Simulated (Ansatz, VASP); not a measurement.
This is a calculation of TiSi2 for VASP 6.6.1. The cell is a database's computed one, not the measured one.

Contents of INCAR:

```
AGGAC = 1.0
AGGAX = 1.0
ALDAC = 0.0
ALDAX = 1.0
ALGO = Normal
EDIFF = 1E-7
EDIFFG = -0.01
ENCUT = 600
GGA = B5
IBRION = 2
ISIF = 3
ISMEAR = -1
IVDW = 12
LASPH = T
LCHARG = F
LREAL = F
LWAVE = F
NELM = 60
NSW = 60
PREC = Accurate
SIGMA = 0.05
VDW_A1 = 0.4298
VDW_A2 = 4.2359
VDW_S6 = 1.0
VDW_S8 = 2.6996
```

Contents of KPOINTS:

```
k-points
0
Gamma
  7 7 7
```

Contents of POSCAR:

```
TiSi2
1.0
    0.0000000000      4.1175163063      4.2628978354
    2.3895119538      0.0000000000      4.2628978354
    2.3895119538      4.1175163063      0.0000000000
Ti Si
2 4
Direct
    0.7500000000      0.7500000000      0.7500000000
    0.5000000000      0.5000000000      0.5000000000
    0.4125656100      0.0874343900      0.4125656100
    0.0874343900      0.4125656100      0.0874343900
    0.1625656100      0.8374343900      0.1625656100
    0.8374343900      0.1625656100      0.8374343900
```

Potentials or basis: VASP PAW PBE potentials, release 64 (Ti_sv, Si).

The run is started by

```sh
$ cat potpaw_PBE.64/Ti_sv/POTCAR potpaw_PBE.64/Si/POTCAR > POTCAR
$ mpirun -np 1 vasp_std > vasp.out
```

Problem. What does the same run look like in Ansatz 0.2.0? Potentials or basis there: Ansatz PAW, cutoff 420 eV.

Solution. As run (cutoffs and basis follow the program's own potentials, and thresholds, step limits or extra output files can differ):

The input input.yaml:

```yaml
crystal:
  lattice:
    - [0.0, 4.1175163063, 4.2628978354]
    - [2.3895119538, 0.0, 4.2628978354]
    - [2.3895119538, 4.1175163063, 0.0]
  atoms:
    - { symbol: Ti, position: [0.75, 0.75, 0.75] }
    - { symbol: Ti, position: [0.5, 0.5, 0.5] }
    - { symbol: Si, position: [0.41256561, 0.08743439, 0.41256561] }
    - { symbol: Si, position: [0.08743439, 0.41256561, 0.08743439] }
    - { symbol: Si, position: [0.16256561, 0.83743439, 0.16256561] }
    - { symbol: Si, position: [0.83743439, 0.16256561, 0.83743439] }
hamiltonian:
  xc: blyp
  pseudopotentials: { kind: paw }
  dispersion: d3bj
kpoints:
  mp_grid: { grid: [7, 7, 7] }
scf:
  occupations: { method: fermi_dirac, width: 0.05 }
output:
  forces: true
  stress: true
  eigenvalues: true
relax:
  f_tol: 0.01
  max_steps: 40
  cell: { stress_tol: 0.05 }
```

Potentials or basis: Ansatz PAW.

The run is started by

```sh
$ ansatz run input.yaml --threads 1 --pin off --max-ram 3584MiB --backend cpu --events-out ev --progress --plain --runs-dir out
```

Both were run:

|  | VASP | Ansatz |
| --- | --- | --- |
| Relaxed volume | 13.46 Å³/atom | 13.42 Å³/atom |
| Relaxed cell | a = 5.849 Å, b = 4.831 Å, c = 4.694 Å, α = 75.76°, β = 53.17°, γ = 51.07° | a = 5.843 Å, b = 4.826 Å, c = 4.689 Å, α = 75.76°, β = 53.18°, γ = 51.06° |
| Space group after relaxing | Fddd (No. 70) | Fddd (No. 70) |
| Pressure after relaxing | 0.0 GPa | 0.0 GPa |

Ansatz's pressure holds a Pulay term of +0.05 GPa for its cutoff of 420 eV, which the other run lacks.

VASP's potentials were made for PBE. Ansatz's potentials were made for PBE.

Where Ansatz's input types no cutoff or centring, it takes its own default and a Γ-centred mesh.

Pressure is positive in compression.
